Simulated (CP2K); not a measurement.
# ZnSe (Stilleite) (F-43m) in CP2K: notebook

Aim: see how the results for ZnSe (Stilleite) move with the level of theory and the settings. Levels: RPBE, revPBE. Tasks: band structure.

Everything below comes from runs of CP2K 2026.2. Logs are shortened: lines on timing, memory, paths and dates and some standing lists are left out, and cuts for length are marked.

**Measured values to compare with.**

“Alloy Disordering Effects on the Thermal Conductivity and Energy Gap Temperature Dependence of Cd1−xZnxSe Ternary Crystals Grown by the Bridgman Method”, 2023, pmc:10253836 reports, for a bulk crystal of ZnSe at 300 K: band gap 2.695 ± 0.003 eV (an exciton energy, a little under the gap).

The results are compared with them further down.

### 1 The structure

The structure is cubic, space group F-43m (No. 216). The conventional cell has a = 5.668 Å, b = 5.668 Å, c = 5.668 Å, α = 90.00°, β = 90.00°, γ = 90.00°. Se (site symmetry -43m) has 4 Zn at 2.45 Å as nearest neighbours. Zn (site symmetry -43m) has 4 Se at 2.45 Å as nearest neighbours.

### 2 Band structure, RPBE

Input file znse_bands.inp:

```
&GLOBAL
  PROJECT znse_bands
  RUN_TYPE ENERGY_FORCE
  PRINT_LEVEL LOW
&END GLOBAL
&FORCE_EVAL
  METHOD QS
  STRESS_TENSOR ANALYTICAL
  &DFT
    BASIS_SET_FILE_NAME BASIS_MOLOPT_UZH
    POTENTIAL_FILE_NAME POTENTIAL_UZH
    &MGRID
      CUTOFF 450
      REL_CUTOFF 60
      NGRIDS 4
    &END MGRID
    &QS
      METHOD GPW
      EPS_DEFAULT 1.0E-10
    &END QS
    &KPOINTS
      SCHEME MONKHORST-PACK 8 8 8
      GAMMA_CENTERED T
      SYMMETRY T
      SYMMETRY_BACKEND SPGLIB
    &END KPOINTS
    &SCF
      SCF_GUESS ATOMIC
      EPS_SCF 1.0E-6
      MAX_SCF 100
      ADDED_MOS 10
      CHOLESKY OFF
      EPS_EIGVAL 1.0E-7
      &DIAGONALIZATION ON
        ALGORITHM STANDARD
      &END DIAGONALIZATION
      &MIXING ON
        METHOD BROYDEN_MIXING
        ALPHA 0.4
        BETA 1.5
        NBUFFER 8
      &END MIXING
      &SMEAR ON
        METHOD FERMI_DIRAC
        ELECTRONIC_TEMPERATURE [K] 580.226
      &END SMEAR
    &END SCF
    &XC
      &XC_FUNCTIONAL
        &GGA_X_RPBE
        &END GGA_X_RPBE
        &GGA_C_PBE
        &END GGA_C_PBE
      &END XC_FUNCTIONAL
    &END XC
    &PRINT
      &KPOINTS ON
      &END KPOINTS
      &MULLIKEN ON
      &END MULLIKEN
      &MO ON
        ENERGIES T
        OCCUPATION_NUMBERS T
        &EACH
          QS_SCF 0
        &END EACH
        ADD_LAST NUMERIC
      &END MO
      &LOWDIN ON
      &END LOWDIN
      &HIRSHFELD ON
        SHAPE_FUNCTION DENSITY
      &END HIRSHFELD
      &BAND_STRUCTURE
        FILE_NAME bands.bs
        ADDED_MOS 6
        &KPOINT_SET
          UNITS B_VECTOR
          NPOINTS 10
          SPECIAL_POINT GAMMA 0.00000000 0.00000000 0.00000000
          SPECIAL_POINT X 0.50000000 0.00000000 0.50000000
          SPECIAL_POINT W 0.50000000 0.25000000 0.75000000
          SPECIAL_POINT K 0.37500000 0.37500000 0.75000000
          SPECIAL_POINT GAMMA 0.00000000 0.00000000 0.00000000
          SPECIAL_POINT L 0.50000000 0.50000000 0.50000000
          SPECIAL_POINT U 0.62500000 0.25000000 0.62500000
          SPECIAL_POINT W 0.50000000 0.25000000 0.75000000
          SPECIAL_POINT L 0.50000000 0.50000000 0.50000000
          SPECIAL_POINT K 0.37500000 0.37500000 0.75000000
        &END KPOINT_SET
        &KPOINT_SET
          UNITS B_VECTOR
          NPOINTS 10
          SPECIAL_POINT U 0.62500000 0.25000000 0.62500000
          SPECIAL_POINT X 0.50000000 0.00000000 0.50000000
        &END KPOINT_SET
      &END BAND_STRUCTURE
    &END PRINT
  &END DFT
  &SUBSYS
    &CELL
      ABC 4.0075983931 4.0075983930 4.0075983931
      ALPHA_BETA_GAMMA 60.0000000006 60.0000000006 60.0000000000
      PERIODIC XYZ
    &END CELL
    &COORD
      SCALED
      Se  0.7500000000 0.7500000000 0.7500000000
      Zn  0.0000000000 0.0000000000 0.0000000000
    &END COORD
    &KIND Se
      BASIS_SET TZVP-MOLOPT-PBE-GTH-q6
      POTENTIAL GTH-PBE-q6
    &END KIND
    &KIND Zn
      BASIS_SET TZVP-MOLOPT-PBE-GTH-q12
      POTENTIAL GTH-PBE-q12
    &END KIND
    &PRINT
      &ATOMIC_COORDINATES ON
      &END ATOMIC_COORDINATES
      &CELL ON
      &END CELL
    &END PRINT
  &END SUBSYS
  &PRINT
    &FORCES ON
    &END FORCES
    &STRESS_TENSOR ON
    &END STRESS_TENSOR
  &END PRINT
&END FORCE_EVAL
```

Potentials or basis: POTENTIAL_UZH Se GTH-PBE-q6, Zn GTH-PBE-q12; TZVP-MOLOPT-PBE-GTH basis.

The run is started by

```
OMP_NUM_THREADS=1 cp2k.psmp -i znse_bands.inp -o znse_bands.out
```

znse_bands.out:

```text

 CP2K| version string:                                       CP2K version 2026.2
 CP2K| Input file name                                            znse_bands.inp

 GLOBAL| Force Environment number                                              1
 GLOBAL| Basis set file name                                    BASIS_MOLOPT_UZH
 GLOBAL| Potential file name                                       POTENTIAL_UZH
 GLOBAL| MM Potential file name                                     MM_POTENTIAL
 GLOBAL| Coordinate file name                                      __STD_INPUT__
 GLOBAL| Method name                                                        CP2K
 GLOBAL| Project name                                                 znse_bands
 GLOBAL| Run type                                                   ENERGY_FORCE
 GLOBAL| FFT library                                                       FFTW3
 GLOBAL| Diagonalization library                                       ScaLAPACK
 GLOBAL| Cholesky decomposition library                                ScaLAPACK
 GLOBAL| DGEMM library                                                      BLAS
 GLOBAL| Direct generalized diagonalization requested                          F
 GLOBAL| Matrix multiplication library                                 ScaLAPACK
 GLOBAL| Global print level                                                  LOW
 GLOBAL| Total number of message passing processes                             1
 GLOBAL| Number of threads for this process                                    1
 GLOBAL| CPU model name                                                  UNKNOWN

 CELL| Volume [angstrom^3]:                                            45.513222
 CELL| Vector a [angstrom]:       4.008     0.000     0.000   |a| =     4.007598
 CELL| Vector b [angstrom]:       2.004     3.471     0.000   |b| =     4.007598
 CELL| Vector c [angstrom]:       2.004     1.157     3.272   |c| =     4.007598
 CELL| Angle (b,c), alpha [degree]:                                    60.000000
 CELL| Angle (a,c), beta  [degree]:                                    60.000000
 CELL| Angle (a,b), gamma [degree]:                                    60.000000
 CELL| Numerically orthorhombic:                                              NO
 CELL| Periodicity                                                           XYZ

 CELL_REF| Volume [angstrom^3]:                                        45.513222
 CELL_REF| Vector a [angstrom     4.008     0.000     0.000   |a| =     4.007598
 CELL_REF| Vector b [angstrom     2.004     3.471     0.000   |b| =     4.007598
 CELL_REF| Vector c [angstrom     2.004     1.157     3.272   |c| =     4.007598
 CELL_REF| Angle (b,c), alpha [degree]:                                60.000000
 CELL_REF| Angle (a,c), beta  [degree]:                                60.000000
 CELL_REF| Angle (a,b), gamma [degree]:                                60.000000
 CELL_REF| Numerically orthorhombic:                                          NO
 CELL_REF| Periodicity                                                       XYZ

 GENERATE|  Preliminary Number of Bonds generated:                             0
 GENERATE|  Achieved consistency in connectivity generation.

 *******************************************************************************
 *******************************************************************************
[... 492 lines left out ...]
 MO| Sum:                                                              18.000000
 MO| E(Fermi):            0.140734 a.u.          3.829554 eV
 MO| Band gap:            0.207250 a.u.          5.639568 eV

 [... the levels of further k-points ...]

 !-----------------------------------------------------------------------------!
                     Mulliken Population Analysis

 #  Atom  Element  Kind  Atomic population                           Net charge
       1     Se       1          6.036050                             -0.036050
       2     Zn       2         11.963950                              0.036050
 # Total charge                             18.000000                 -0.000000

 !-----------------------------------------------------------------------------!

 !-----------------------------------------------------------------------------!
                           Hirshfeld Charges

  #Atom  Element  Kind  Ref Charge     Population                    Net charge
      1       Se     1       6.000          6.222                        -0.222
      2       Zn     2      12.000         11.778                         0.222

  Total Charge                                                           -0.000
 !-----------------------------------------------------------------------------!

 LOWDIN POPULATION ANALYSIS

 #  Atom  Element  Kind  Atomic population                           Net charge
       1     Se       1          4.421970                              1.578030
       2     Zn       2         13.578030                             -1.578030
 # Total charge                             18.000000                 -0.000000

 KPOINTS| Band Structure Calculation
 KPOINTS| Number of k-point sets                                               2
 KPOINTS| Number of added MOs/bands                                            6
 KPOINTS| Number of k-points in set    1                                      91
 KPOINTS| In units of b-vector [2pi/Bohr]
 KPOINTS| Special point     1       GAMMA     0.000000     0.000000     0.000000
 KPOINTS| Special point     2           X     0.500000     0.000000     0.500000
 KPOINTS| Special point     3           W     0.500000     0.250000     0.750000
 KPOINTS| Special point     4           K     0.375000     0.375000     0.750000
 KPOINTS| Special point     5       GAMMA     0.000000     0.000000     0.000000
 KPOINTS| Special point     6           L     0.500000     0.500000     0.500000
 KPOINTS| Special point     7           U     0.625000     0.250000     0.625000
 KPOINTS| Special point     8           W     0.500000     0.250000     0.750000
 KPOINTS| Special point     9           L     0.500000     0.500000     0.500000
 KPOINTS| Special point    10           K     0.375000     0.375000     0.750000
 KPOINTS| Number of k-points in set    2                                      11
 KPOINTS| In units of b-vector [2pi/Bohr]
 KPOINTS| Special point     1           U     0.625000     0.250000     0.625000
 KPOINTS| Special point     2           X     0.500000     0.000000     0.500000

 ENERGY| Total FORCE_EVAL ( QS ) energy [hartree]            -70.093501506684234

 FORCES| Atomic forces [hartree/bohr]
 FORCES|   Atom     x               y               z               |f|
 FORCES|      1 -1.80026119E-05 -1.04042563E-05 -7.33145961E-06   2.20475143E-05
 FORCES|      2  1.46554419E-05  8.47175559E-06  5.96502399E-06   1.79480954E-05
 FORCES| Sum    -3.34717008E-06 -1.93250076E-06 -1.36643561E-06
 FORCES| Total atomic force                                       4.09942106E-06

 STRESS| Analytical stress tensor [bar]
 STRESS|                        x                   y                   z
 STRESS|      x        4.37284117385E+04   9.69267790607E+01   6.85369830012E+01
 STRESS|      y        9.69267790607E+01   4.36166632363E+04   3.95516732721E+01
 STRESS|      z        6.85369830012E+01   3.95516732721E+01   4.35886392472E+04
 STRESS| 1/3 Trace                                             4.36445714073E+04
 STRESS| Determinant                                           8.31353805283E+13

 STRESS| Eigenvectors and eigenvalues of the analytical stress tensor [bar]
 STRESS|                        1                   2                   3
 STRESS| Eigenvalues   4.35606175421E+04   4.35606972310E+04   4.38123994489E+04
 STRESS|      x          -0.554135880303     -0.162834498423      0.816344505882
 STRESS|      y           0.476804167739      0.741778768147      0.471616416967
 STRESS|      z           0.682342444662     -0.650576041097      0.333406063178
```

It took 57 s on 1 thread of Arm Neoverse V2, shared host; peak memory 0.34 GiB.

Results:

- Free energy: -1907.3412 eV
- Pressure: 4.4 GPa
- Band gap on the k mesh: 1.41 eV, direct
- Band gap along the path: 1.41 eV, direct
- Mulliken charges: Se -0.04; Zn +0.04 e
- Hirshfeld charges: Se -0.22; Zn +0.22 e

Levels at the corners of the path, in eV from the valence-band top:
```csv
point,band 6,band 7,band 8,band 9,band 10,band 11,band 12,band 13
Γ,-6.20,0.00,0.00,0.00,1.41,5.93,5.93,5.93
X,-6.02,-4.72,-2.17,-2.17,3.17,3.63,11.05,11.52
W,-5.90,-4.64,-2.73,-2.63,5.66,5.67,7.16,8.14
K,-5.94,-4.68,-3.04,-1.78,3.76,5.75,9.42,9.51
Γ,-6.20,0.00,0.00,0.00,1.41,5.93,5.93,5.93
L,-6.04,-5.17,-0.86,-0.86,2.66,6.60,6.60,8.96
U,-5.94,-4.68,-3.04,-1.78,3.76,5.75,9.42,9.51
W,-5.90,-4.64,-2.73,-2.63,5.66,5.67,7.16,8.14
L,-6.04,-5.17,-0.86,-0.86,2.66,6.60,6.60,8.96
K,-5.94,-4.68,-3.04,-1.78,3.76,5.75,9.42,9.51
U,-5.94,-4.68,-3.04,-1.78,3.76,5.75,9.42,9.51
X,-6.02,-4.72,-2.17,-2.17,3.17,3.63,11.05,11.52
```

Caveat: Mulliken charges move with the basis; the potentials were made for another functional, which shifts forces and pressure; the basis of atomic orbitals isn't converged, which shifts pressures, moduli and gaps.

### 3 Band structure, revPBE

znse_bands.inp: that of step 2 with these lines changed.

```diff
@@ -49,4 +49,4 @@
       &XC_FUNCTIONAL
-        &GGA_X_RPBE
-        &END GGA_X_RPBE
+        &GGA_X_PBE_R
+        &END GGA_X_PBE_R
         &GGA_C_PBE
@@ -68,13 +68,8 @@
       &END MO
-      &LOWDIN ON
-      &END LOWDIN
-      &HIRSHFELD ON
-        SHAPE_FUNCTION DENSITY
-      &END HIRSHFELD
       &BAND_STRUCTURE
         FILE_NAME bands.bs
-        ADDED_MOS 6
+        ADDED_MOS 2
         &KPOINT_SET
           UNITS B_VECTOR
-          NPOINTS 10
+          NPOINTS 6
           SPECIAL_POINT GAMMA 0.00000000 0.00000000 0.00000000
@@ -92,3 +87,3 @@
           UNITS B_VECTOR
-          NPOINTS 10
+          NPOINTS 6
           SPECIAL_POINT U 0.62500000 0.25000000 0.62500000
@@ -101,4 +96,5 @@
     &CELL
-      ABC 4.0075983931 4.0075983930 4.0075983931
-      ALPHA_BETA_GAMMA 60.0000000006 60.0000000006 60.0000000000
+      A 4.0075983931 0.0000000000 0.0000000000
+      B 2.0037991965 3.4706820165 0.0000000000
+      C 2.0037991965 1.1568940055 3.2721903857
       PERIODIC XYZ
```

Potentials or basis: POTENTIAL_UZH Se GTH-PBE-q6, Zn GTH-PBE-q12; TZVP-MOLOPT-PBE-GTH basis.

The run is started by

```
OMP_NUM_THREADS=1 cp2k.psmp -i znse_bands.inp -o znse_bands.out
```

Wall time 54 s (1 thread of Arm Neoverse V2, shared host); peak memory 0.33 GiB.

It converged, with:

| Quantity | Value |
| --- | --- |
| Free energy | -1907.0344 eV |
| Pressure | 3.9 GPa |
| Band gap on the k mesh | 1.37 eV, direct |
| Band gap along the path | 1.37 eV, direct |
| Mulliken charges | Se -0.01; Zn +0.01 e |

Levels at the corners of the path, in eV from the valence-band top:
| point | band 6 | band 7 | band 8 | band 9 | band 10 | band 11 | band 12 | band 13 |
| --- | --- | --- | --- | --- | --- | --- | --- | --- |
| Γ | -6.21 | 0.00 | 0.00 | 0.00 | 1.37 | 5.91 | 5.91 | 5.91 |
| X | -6.03 | -4.73 | -2.17 | -2.17 | 3.12 | 3.60 | 11.00 | 11.49 |
| W | -5.91 | -4.66 | -2.74 | -2.64 | 5.63 | 5.64 | 7.13 | 8.09 |
| K | -5.94 | -4.69 | -3.06 | -1.78 | 3.72 | 5.72 | 9.38 | 9.49 |
| Γ | -6.21 | 0.00 | 0.00 | 0.00 | 1.37 | 5.91 | 5.91 | 5.91 |
| L | -6.05 | -5.19 | -0.87 | -0.87 | 2.63 | 6.57 | 6.57 | 8.91 |
| U | -5.94 | -4.69 | -3.06 | -1.78 | 3.72 | 5.72 | 9.38 | 9.49 |
| W | -5.91 | -4.66 | -2.74 | -2.64 | 5.63 | 5.64 | 7.13 | 8.09 |
| L | -6.05 | -5.19 | -0.87 | -0.87 | 2.63 | 6.57 | 6.57 | 8.91 |
| K | -5.94 | -4.69 | -3.06 | -1.78 | 3.72 | 5.72 | 9.38 | 9.49 |
| U | -5.94 | -4.69 | -3.06 | -1.78 | 3.72 | 5.72 | 9.38 | 9.49 |
| X | -6.03 | -4.73 | -2.17 | -2.17 | 3.12 | 3.60 | 11.00 | 11.49 |

Caveat: Mulliken charges move with the basis; the potentials were made for another functional, which shifts forces and pressure; the basis of atomic orbitals isn't converged, which shifts pressures, moduli and gaps.

### 4 How close it comes

Step 2. Against the measured gap of ZnSe, 2.695 eV (an exciton energy, a little under the gap; 300 K; “Alloy Disordering Effects on the Thermal Conductivity and Energy Gap Temperature Dependence of Cd1−xZnxSe Ternary Crystals Grown by the Bridgman Method”, 2023, pmc:10253836), the calculated 1.41 eV is off by -1.28 eV. Spin-orbit coupling on Se is left out. The value is that of RPBE in an atomic basis (POTENTIAL_UZH Se GTH-PBE-q6, Zn GTH-PBE-q12; TZVP-MOLOPT-PBE-GTH basis), whose error adds to the functional's,, without temperature or zero-point motion. Semilocal functionals fall short of measured gaps as a rule.

Step 3. A measured gap of ZnSe is 2.695 eV (an exciton energy, a little under the gap; 300 K; “Alloy Disordering Effects on the Thermal Conductivity and Energy Gap Temperature Dependence of Cd1−xZnxSe Ternary Crystals Grown by the Bridgman Method”, 2023, pmc:10253836); the calculated 1.37 eV misses it by -1.32 eV. Spin-orbit coupling on Se is left out. The value is that of revPBE in an atomic basis (POTENTIAL_UZH Se GTH-PBE-q6, Zn GTH-PBE-q12; TZVP-MOLOPT-PBE-GTH basis), whose error adds to the functional's,, without temperature or zero-point motion. Semilocal functionals fall short of measured gaps as a rule.
